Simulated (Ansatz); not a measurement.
## TiTe2 monolayer (1T): modes against uniaxial strain along the armchair direction, normal to a, with the width clamped

Wanted: the shifts of the zone-centre modes of TiTe2 monolayer (1T) with strain.

Program: Ansatz 0.2.0. Level of theory: DFT PBE, scalar-relativistic, plane waves, PAW; PAW set soft_1. Results are calculated unless marked as measured.

### 1. Starting point

The cell holds 3 atoms: 1 Ti and 2 Te. Its edges and angles: a = 3.730 Å, b = 3.730 Å, c = 30.424 Å, α = 90.0°, β = 90.0°, γ = 120.0°. Vacuum lies along c. The height across the vacuum is the one that the program set for its solve, not the one typed.

### 2. A rough relaxation first

A rough relaxation comes first, because large forces or stress need no tight tolerances yet. The program lengthens the typed cell of 20.0 Å along the normal to 30.4 Å, as its cut-off of the electrostatics needs, and moves no atom.

input.yaml

```yaml
crystal:
  lattice:
    - [3.73, 0.0, 0.0]
    - [-1.865, 3.23027, 0.0]
    - [0.0, 0.0, 20.0]
  atoms:
    - { symbol: Ti, position: [0.0, 0.0, 0.5] }
    - { symbol: Te, position: [0.333333, 0.666667, 0.5828] }
    - { symbol: Te, position: [0.666667, 0.333333, 0.4172] }
  periodic: [true, true, false]
kpoints:
  mp_grid: { grid: [6, 6, 1] }
hamiltonian:
  xc: pbe
  pseudopotentials: { kind: paw, azcp: { folder: soft_1 } }
scf:
  occupations: { method: gaussian, width: 0.1 }
output:
  forces: true
  stress: true
  eigenvalues: true
relax:
  adjacent_minimum: "off"
  f_tol: 0.05
  max_steps: 80
  cell: { stress_2d_tol: 0.02 }
```

Started as:

```bash
ansatz run input.yaml --threads 8 --pin off --max-ram 16384MiB --backend cpu --events-out ev --progress --plain --runs-dir out
```

Numbers of over 12 decimals in the logs are rounded to 6 here.

The program printed:

```text
[...]
F+E_penalty+E_count = -16461.83639175 eV   max|allowed force component| = 1.837e-5 eV/Å   (the final SCF, on the basis selected at the relaxed cell)
  cell:  # Å, volume = 376.6749 Å³
    - [3.781028, 0, 0]
    - [-1.890514, 3.274466, 0]
    - [0, 0, 30.424]
  atoms:
    - { symbol: Ti, position: [0, 0, 0.328688] }
    - { symbol: Te, position: [0.333333, 0.666667, 0.385354] }
    - { symbol: Te, position: [0.666667, 0.333333, 0.272021] }
[key lines of the parts left out:]
SCF converged after 7 iterations
Free energy (F): -16461.836392 eV
Fermi energy:    -4.963018 eV
P = ½ c Tr σ = -0.0025 N/m
```

Run time: 3.7 s. Hardware: 8 threads of AMD EPYC 9B45 (Zen 5), shared host; peak memory 0.84 GiB; 23 s of CPU time.

The steps of the relaxation:

| step | energy less that of the first step (eV) | largest force component (eV/Å) | volume (Å³) |
| --- | --- | --- | --- |
| 1 | 0.0000 | 0.8236 | 366.58 |
| 2 | 0.0149 | 0.7990 | 371.41 |
| 3 | -0.0789 | 0.0952 | 372.84 |
| 4 | -0.0808 | 0.0175 | 374.88 |
| 5 | -0.0810 | 0.0071 | 376.61 |
| 6 | -0.0810 | 0.0001 | 376.67 |
| 7* | -0.0814 | 0.0000 | 376.67 |

Relaxation steps marked * repeat the geometry before them on a plane-wave basis chosen anew for their cell, so energy and pressure can jump there. Relaxation step 2 was tried and not accepted.

The run keeps the 12 symmetry operations that it works with, so distortions that break them were not tested.

| cell as run | before | after | change |
| --- | --- | --- | --- |
| a (Å) | 3.730 | 3.781 | +1.4 % |
| b (Å) | 3.730 | 3.781 | +1.4 % |

The atoms that moved most (Å, along periodic axes as changes of fractional coordinates times the final cell, across vacuum about the mean position):

| atom | dx | dy | dz | length |
| --- | --- | --- | --- | --- |
| Te3 | 0.000 | 0.000 | -0.068 | 0.068 |
| Te2 | 0.000 | 0.000 | 0.068 | 0.068 |

The relaxed structure:

```xyz
3
Lattice="3.7810 0.0000 0.0000 -1.8905 3.2745 0.0000 0.0000 0.0000 30.4240" Properties=species:S:1:pos:R:3
Ti    0.0000    0.0000   10.0000
Te    0.0000    2.1830   11.7240
Te    1.8905    1.0915    8.2760
```

This step gave:

* gap on the k-mesh: 0 eV
* area per atom: 4.127 Å²

The relaxation ends with a largest force component of 1.8e-5 eV/Å.

### 3. Relaxation

Harmonic phonons are second derivatives at a point where the forces vanish, and they are wanted at zero stress, so atoms and cell are relaxed first.

input.yaml

```yaml
crystal:
  lattice:
    - [3.781027672, 0.0, 0.0]
    - [-1.890513836, 3.2744660164, 0.0]
    - [0.0, 0.0, 30.424]
  atoms:
    - { symbol: Ti, position: [0.0, 0.0, 0.328687878] }
    - { symbol: Te, position: [0.3333333333, 0.6666666667, 0.3853542884] }
    - { symbol: Te, position: [0.6666666667, 0.3333333333, 0.2720214676] }
  periodic: [true, true, false]
kpoints:
  mp_grid: { grid: [12, 12, 1] }
hamiltonian:
  xc: pbe
  pseudopotentials: { kind: paw, azcp: { folder: soft_1 } }
scf:
  occupations: { method: gaussian, width: 0.1 }
output:
  forces: true
  stress: true
  eigenvalues: true
  write_density: true
  write_potential: true
  elf: true
  volumetric_format: npy
relax:
  adjacent_minimum: "off"
  f_tol: 0.005
  max_steps: 80
  cell: { stress_2d_tol: 0.02 }
```

The program printed:

```text
[...]
Crystal: 3 atoms, lattice volume = 376.675 Å³
Basis set: ecut = 420 eV, 7361 PW (Γ), exchange–correlation on 54×54×432 points (8 copies of the dense FFT grid, shifted against one another)
Bands: 27, of which v1, the nominal top of the filled ones, is band 22 counted from 1 (21 counted from 0)
Symmetry: 12 space group operations
[...]
k-points: 19 of 144
[...]
SCF iter   9: F=-16461.851997 eV  HF=-16461.851997 eV  |F-HF|=8.61e-9  |Δ(HF+E_count)|=   1.52e-7  Δρ=8.39e-7  dr2=8.79e-9  ethr=2.27e-10  ⟨swp⟩=20.8  Hψ=4974  notcnv=0
SCF 1 converged in 9 iterations: F = -16461.851997 eV  dr2 = 8.79e-9
[...]
relax step   1: F+E_penalty+E_count = -16461.85199705 eV  Δ(F+E_penalty+E_count) = +0.000e0 eV  max|allowed force component| = 5.284e-2 eV/Å  Δτ_max = 0.0000 Å  P = -0.280 N/m  Ω = 376.675 Å³  fix = [c, alpha, beta]  reactions: c -0.000 N/m  (9 SCF iters, dr2 threshold 1.00e-7 eV, accepted)
Crystal: 3 atoms, lattice volume = 372.598 Å³
Basis set: ecut = 420 eV, 7337 PW (Γ), exchange–correlation on 54×54×432 points (8 copies of the dense FFT grid, shifted against one another)
[...]
SCF iter   6: F=-16461.853408 eV  HF=-16461.853408 eV  |F-HF|=6.82e-8  |Δ(HF+E_count)|=   1.52e-7  Δρ=1.84e-6  dr2=3.16e-8  ethr=3.97e-10  ⟨swp⟩=17.1  Hψ=5678  notcnv=0
SCF 2 converged in 6 iterations: F = -16461.853408 eV  dr2 = 3.16e-8
relax step   2: F+E_penalty+E_count = -16461.85340828 eV  Δ(F+E_penalty+E_count) = -1.411e-3 eV  max|allowed force component| = 9.831e-2 eV/Å  Δτ_max = 0.0272 Å  P = -0.313 N/m  Ω = 372.598 Å³  energy of the carried Pulay correction = +1.697e-4 eV  fix = [c, alpha, beta]  reactions: c -0.000 N/m  (6 SCF iters, dr2 threshold 1.75e-7 eV, accepted)
Crystal: 3 atoms, lattice volume = 372.505 Å³
[...]
SCF iter   6: F=-16461.854540 eV  HF=-16461.854540 eV  |F-HF|=1.13e-8  |Δ(HF+E_count)|=   4.20e-8  Δρ=1.26e-6  dr2=3.12e-8  ethr=6.82e-10  ⟨swp⟩=18.5  Hψ=5027  notcnv=0
SCF 3 converged in 6 iterations: F = -16461.854540 eV  dr2 = 3.12e-8
relax step   3: F+E_penalty+E_count = -16461.85454023 eV  Δ(F+E_penalty+E_count) = -1.132e-3 eV  max|allowed force component| = 2.134e-2 eV/Å  Δτ_max = 0.0091 Å  P = -0.139 N/m  Ω = 372.505 Å³  energy of the carried Pulay correction = +1.736e-4 eV  fix = [c, alpha, beta]  reactions: c -0.000 N/m  (6 SCF iters, dr2 threshold 3.00e-7 eV, accepted)
[...]
relax step   4: F+E_penalty+E_count = -16461.85474416 eV  Δ(F+E_penalty+E_count) = -2.039e-4 eV  max|allowed force component| = 5.185e-4 eV/Å  Δτ_max = 0.0005 Å  P = -0.022 N/m  Ω = 371.575 Å³  energy of the carried Pulay correction = +2.128e-4 eV  fix = [c, alpha, beta]  reactions: c -0.000 N/m  (6 SCF iters, dr2 threshold 2.85e-8 eV, accepted)
[...]
relax step   5: F+E_penalty+E_count = -16461.85476418 eV  Δ(F+E_penalty+E_count) = -2.002e-5 eV  max|allowed force component| = 4.403e-4 eV/Å  Δτ_max = 0.0007 Å  P = +0.000 N/m  Ω = 371.276 Å³  energy of the carried Pulay correction = +2.254e-4 eV  fix = [c, alpha, beta]  reactions: c +0.000 N/m  (5 SCF iters, dr2 threshold 6.79e-10 eV, accepted)
[...]
SCF iter   7: F=-16461.854532 eV  HF=-16461.854532 eV  |F-HF|=2.91e-11  |Δ(HF+E_count)|=  2.55e-11  Δρ=9.56e-9  dr2=5.85e-13  ethr=1.00e-12  ⟨swp⟩=13.8  Hψ=3715  notcnv=0
SCF 6 converged in 7 iterations: F = -16461.854532 eV  dr2 = 5.85e-13
relax step   6: F+E_penalty+E_count = -16461.85453189 eV  Δ(F+E_penalty+E_count) = +2.323e-4 eV  max|allowed force component| = 4.909e-4 eV/Å  Δτ_max = 0.0000 Å  P = +0.001 N/m  Ω = 371.276 Å³  fix = [c, alpha, beta]  reactions: c +0.000 N/m  stress off target by 1.04e-3 N/m on what of the cell is left free  SCF on the basis re-selected at this cell (its energy is not comparable with the rows above)  (7 SCF iters)
basis re-selected at this cell: Δ(F+E_penalty+E_count) = +2.323e-4 eV, ΔP = +0.001 N/m vs the last step (what re-selecting the basis moved, of the pressure what is left beyond the Pulay correction that the steps carried, after the strain that the cell walked since its last selection, with what the two solves' SCF thresholds leave and, on support functions, any second-order correction that the steps lacked; it is no m [...]
SCF converged after 7 iterations
Free energy (F): -16461.854532 eV
[...]
Internal energy: -16461.847964 eV  (E = F + TS)
E sigma→0 (E₀):  -16461.851248 eV
Entropy (-TS):   -0.006568 eV (-2.189 meV/atom)
Fermi energy:    -4.859837 eV
[...]
--- Forces (eV/Å), atoms counted from 1 ---
  atom   1  Ti     0.00000000     0.00000000     0.00000000
  atom   2  Te    -0.00000000     0.00000000     0.00049091
  atom   3  Te    -0.00000000    -0.00000000    -0.00049091
  max |Σ_I F_I| component: 9.25e-18 eV/Å
--- 2D stress c σ (N/m, compression-positive) ---
        0.001041       0.000000      -0.000000
       -0.000000       0.001041      -0.000000
       -0.000000      -0.000000       0.000000
  P = ½ c Tr σ = 0.0010 N/m
--- Band table (eV; the first three rows and the last of 19) ---
  k-point 0: bands = [... 18 lower, -6.3057, -6.2729, -4.4154, -4.4154, -4.3400, -3.6982, -3.6982, -1.4840, ... 1 higher]
  k-point 1: bands = [... 18 lower, -6.2954, -5.9310, -4.8838, -4.6415, -4.3898, -3.6839, -3.5468, -1.9357, ... 1 higher]
  k-point 2: bands = [... 18 lower, -6.2832, -6.0320, -5.7274, -5.0125, -4.4854, -3.6124, -3.3991, -2.5340, ... 1 higher]
  k-point 18: bands = [... 18 lower, -8.4507, -7.5412, -6.7788, -6.7788, -3.7766, -3.6323, -3.6323, -2.4209, ... 1 higher]
--- Relaxed structure (5 steps of the walk, 5 accepted, 1 SCFs on fresh bases) ---
[...]
cell:  # Å, volume = 371.2760 Å³
    - [3.753833, 0, 0]
    - [-1.876917, 3.250915, 0]
    - [0, 0, 30.424]
  atoms:
    - { symbol: Ti, position: [0, 0, 0.328687878] }
    - { symbol: Te, position: [0.333333, 0.666667, 0.385957] }
    - { symbol: Te, position: [0.666667, 0.333333, 0.271419] }
```

The job ended after 5.8 s (8 threads; peak memory 1.1 GiB).

Step by step:

| step | energy less that of the first step (eV) | largest force component (eV/Å) | volume (Å³) |
| --- | --- | --- | --- |
| 1 | 0.0000 | 0.0528 | 376.67 |
| 2 | -0.0014 | 0.0983 | 372.60 |
| 3 | -0.0025 | 0.0213 | 372.50 |
| 4 | -0.0027 | 0.0005 | 371.57 |
| 5 | -0.0028 | 0.0004 | 371.28 |
| 6* | -0.0025 | 0.0005 | 371.28 |

Relaxation steps marked * repeat the geometry before them on a plane-wave basis chosen anew for their cell, so energy and pressure can jump there.

Forces are held to the 12 operations that the run works with; a distortion that breaks them can't arise in this run.

| cell as run | before | after | change |
| --- | --- | --- | --- |
| a (Å) | 3.781 | 3.754 | -0.7 % |
| b (Å) | 3.781 | 3.754 | -0.7 % |

The atoms that moved most (Å, along periodic axes as changes of fractional coordinates times the final cell, across vacuum about the mean position):

| atom | dx | dy | dz | length |
| --- | --- | --- | --- | --- |
| Te2 | 0.000 | 0.000 | 0.018 | 0.018 |
| Te3 | 0.000 | 0.000 | -0.018 | 0.018 |

Final coordinates:

```
Ti Te
1.0
     3.75383    0.00000    0.00000
    -1.87692    3.25091    0.00000
     0.00000    0.00000   30.42400
Ti Te
1 2
Direct
  0.00000 0.00000 0.32869
  0.33333 0.66667 0.38596
  0.66667 0.33333 0.27142
```

Numbers from this step:

| Quantity | Value |
| --- | --- |
| area per atom | 4.068 Å² |

ELF in the ac plane at fractional y = 0.333, with atoms of Te within 0.2 Å of it. It is the smooth field of the valence electrons, not physical close to the nuclei.

Ten even steps from '_' (0.00) to '@' (0.74), each cell a mean:
```
____________________________
____________________________
____________________________
____________________________
____________________________
____________________________
____________________________
____________________________
____________________________
____________________________
____________________________
____________________________
____________________________
++**##**++==::__________..--
%%%%%%%%%%##++::..____..==##
++++++++++==--::......::--==
==::....--++******++********
##++::==##%%**==::....--++##
==..__..--**@@@@@@@@@@@@@@%%
____________::----====--::..
____________________________
____________________________
____________________________
____________________________
```
Columns run along a (3.8 Å), rows up along c (30.4 Å). Atoms in or near the plane, at fractional coordinates: Te at (0.67, 0.27).

Valence density in the ac plane at fractional y = 0.333, with atoms of Te within 0.2 Å of it. It is the smooth field of the valence electrons, not physical close to the nuclei.

Ten steps, logarithmic in the rise over the least value, from '0' (0 e/Å³) to '9' (11 e/Å³), each cell a mean:
```
00000000000000
00000000000000
00000000000000
00000000000000
00000000000000
00000000000000
00000000000000
00000000000000
00000000000000
00000000000000
00000000000000
00000000000000
00000000000000
00110000000000
23332211000112
22322211111111
22122223454332
21112347999753
00000112233211
00000000000000
00000000000000
00000000000000
00000000000000
00000000000000
```
Columns run along a (3.8 Å), rows up along c (30.4 Å). Atoms in or near the plane, at fractional coordinates: Te at (0.67, 0.27).

Electrostatic potential energy in the ac plane at fractional y = 0.333, with atoms of Te within 0.2 Å of it. With pseudopotentials it is smooth inside the atoms' cores, unlike the true potential.

Values in eV, 24 rows by 14 columns, each cell a mean:
```
  0   0   0   0   0   0   0   0   0   0   0   0   0   0
  0   0   0   0   0   0   0   0   0   0   0   0   0   0
  0   0   0   0   0   0   0   0   0   0   0   0   0   0
  0   0   0   0   0   0   0   0   0   0   0   0   0   0
  0   0   0   0   0   0   0   0   0   0   0   0   0   0
  0   0   0   0   0   0   0   0   0   0   0   0   0   0
  0   0   0   0   0   0   0   0   0   0   0   0   0   0
  0   0   0   0   0   0   0   0   0   0   0   0   0   0
  0   0   0   0   0   0   0   0   0   0   0   0   0   0
  0   0   0   0   0   0   0   0   0   0   0   0   0   0
  0   0   0   0   0   0   0   0   0   0   0   0   0   0
  0   0   0   0   0   0   0   0   0   0   0   0   0   0
  0   0   0   0   0   0   0   0   0   0   0   0   0   0
 -1  -1  -2  -2  -1  -1  -1  -1   0   0   0   0  -1  -1
 -7 -10 -11 -11  -9  -6  -3  -2  -1  -1  -1  -2  -3  -4
 -7  -8  -9  -9  -7  -5  -3  -2  -1  -1  -1  -2  -3  -4
 -6  -7  -8  -7  -6  -6  -7  -8  -9  -9  -9  -8  -8  -7
 -6  -3  -2  -2  -4 -10 -13 -13  -8  -5  -6 -13 -13 -12
 -1  -1  -1  -1  -1  -2  -3  -5  -6  -6  -6  -5  -4  -2
  0   0   0   0   0   0   0   0   0   0   0   0   0   0
  0   0   0   0   0   0   0   0   0   0   0   0   0   0
  0   0   0   0   0   0   0   0   0   0   0   0   0   0
  0   0   0   0   0   0   0   0   0   0   0   0   0   0
  0   0   0   0   0   0   0   0   0   0   0   0   0   0
```
Columns run along a (3.8 Å; values clipped at the 3rd and 97th percentile), rows up along c (30.4 Å). Atoms in or near the plane, at fractional coordinates: Te at (0.67, 0.27).

[end of part 1 of 3]

[Logs are printed without paths, hosts, clocks, repeated set-up lines and the standing remarks that a program may print on its own settings, such as how far it seeks lower states.]

[Hosts, paths, dates, database ids (printed as entryN), source tags and the programs' standing remarks are cut or masked in the printed files.]
